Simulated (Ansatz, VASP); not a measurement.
H: VASP beside Ansatz

The input INCAR:

```
SYSTEM = H
  PREC = Accurate
  ENCUT = 520
  EDIFF = 1E-7
  ISMEAR = 0
  SIGMA = 0.05
  LREAL = .FALSE.
  LASPH = .TRUE.
  NELM = 60
  ALGO = Normal
  ISIF = 2
  LWAVE = .FALSE.
  LCHARG = .TRUE.
  GGA = CA
  LELF = .TRUE.
  LVHAR = .TRUE.
  NBANDS = 10
```

The input KPOINTS:

```
regular mesh
0
G
  8 8 4
  0 0 0
```

The input POSCAR:

```
H
1.0
    1.6073185635     -2.6633960242      0.0000000000
    1.6073185635      2.6633960242      0.0000000000
    0.0000000000      0.0000000000      6.1559244045
H
4
Direct
    0.5678085000      0.4321915000      0.9995149500
    0.4321915000      0.5678085000      0.0004850500
    0.4321915000      0.5678085000      0.4995149500
    0.5678085000      0.4321915000      0.5004850500
```

Input for Ansatz:

```yaml
crystal:
  lattice:
    - [1.6073185635, -2.6633960242, 0.0]
    - [1.6073185635, 2.6633960242, 0.0]
    - [0.0, 0.0, 6.1559244045]
  atoms:
    - { symbol: H, position: [0.5678085, 0.4321915, 0.99951495] }
    - { symbol: H, position: [0.4321915, 0.5678085, 0.00048505] }
    - { symbol: H, position: [0.4321915, 0.5678085, 0.49951495] }
    - { symbol: H, position: [0.5678085, 0.4321915, 0.50048505] }
basis:
  ecutwfc: 420
kpoints:
  mp_grid: { grid: [8, 8, 4] }
hamiltonian:
  xc: lda
scf:
  occupations: { method: gaussian, width: 0.05 }
output:
  forces: true
  stress: true
  eigenvalues: true
```

Change from the starting cell: strain -0.025 along x and y, -0.025 along z, atoms carried along.

Alike in both runs: task single point; functional LDA; k mesh 8 × 8 × 4; occupations gaussian, width 0.05 eV; no spin polarisation.

```csv
,VASP,Ansatz
version,VASP 6.6.1,Ansatz 0.2.0
potentials or method,"VASP PAW LDA potentials, release 64 (H)","scalar-relativistic, plane waves, PAW"
plane-wave cutoff (eV),520,420
valence electrons in the cell,4,4
```

|  | VASP | Ansatz | Ansatz less VASP |
| --- | --- | --- | --- |
| gap on the k mesh at the Fermi level (eV) | 7.84 | 7.85 | +0.007 |
| least direct gap on the mesh (eV) | 7.85 | 7.86 | +0.006 |
| pressure (GPa) | 1.9 | 2.1 | +0.17 |
| largest component of the traceless stress (GPa) | 4.83 | 4.84 | +0.010 |
| rms of the force components (eV/Å) | 0.995 | 0.991 | -0.0037 |

Atom by atom the forces differ by 0.004 eV/Å (rms over components).

Caveats: forces of over 1 eV/Å show positions far from the minimum, so gaps and moduli don't describe the material at rest. A k mesh can miss the band edges.
